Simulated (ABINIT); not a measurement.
Write the native input for ABINIT 10.8.3 (patched build) that does the following.

```yaml
Task: single point
Functional: PBE
Potentials_or_basis: JTH PAW PBE v2.0
Cutoff: 1116 eV
k_mesh: 8 × 8 × 5
Occupations: fermi-dirac, width 0.05 eV
Spin: collinear spin, ferrimagnetic start
Starting_moments: "[1.0, -0.5] μB"
Fine-grid_cutoff: 1714.32 eV
```

Ni:

```xyz
2
Lattice="2.4480 0.0000 0.0000 -1.2240 2.1201 0.0000 0.0000 0.0000 4.0728" Properties=species:S:1:pos:R:3 pbc="T T T"
Ni    1.2240    0.7067    3.0546
Ni    0.0000    1.4134    1.0182
```

This isn't the form of Ni at room conditions, which is fcc.

These files were run (other wordings do the same):

run.abi

```
# Pseudopotentials
pp_dirpath "./"
pseudos "Ni.GGA_PBE-JTH.xml"

# Structure
acell 4.6260928237 4.6260928238 7.6964908656
rprim
     1.0000000000     0.0000000000     0.0000000000
    -0.5000000000     0.8660254038     0.0000000000
     0.0000000000     0.0000000000     1.0000000000
ntypat 1
znucl 28
natom 2
typat 1 1
xred
     0.6666666667     0.3333333333     0.7500000000
     0.3333333333     0.6666666667     0.2500000000

# Plane-wave basis
ecut 41.0
pawecutdg 63.0
pawxcdev 0

# k points
kptopt 1
ngkpt 8 8 5
nshiftk 1
shiftk 0.0 0.0 0.0

# Exchange and correlation
ixc 11

# Bands and occupations
nband 23
occopt 3
tsmear 0.00183747

# Spin
nsppol 2
spinat
     0.0000000000     0.0000000000     1.0000000000
     0.0000000000     0.0000000000    -0.5000000000

# SCF cycle
nstep 100
tolvrs 1.0e-9

# Output
iomode 3
prtwf 0
prtden 0
prteig 0
prtebands 0
```

Potentials or basis: JTH PAW PBE v2.0.

Launch:

```bash
$ abinit run.abi > log 2>&1
```

It gave:

```
Pressure                                              : 7.2 GPa
Band gap on the k mesh                                : none (metal or under the smearing width)
Net moment                                            : 0.00 μB per cell
Site moments                                          : Ni +0.25, -0.25 μB
Valence electrons inside the program's atomic spheres : Ni 15.86 (radii [0.9601] Å)
```

Caveat: the k mesh is coarse (spacing up to 0.37 Å⁻¹), so the values aren't converged.

Run time: 5 min on 1 thread of Arm Neoverse V1, on a shared host, peak memory 0.18 GiB.
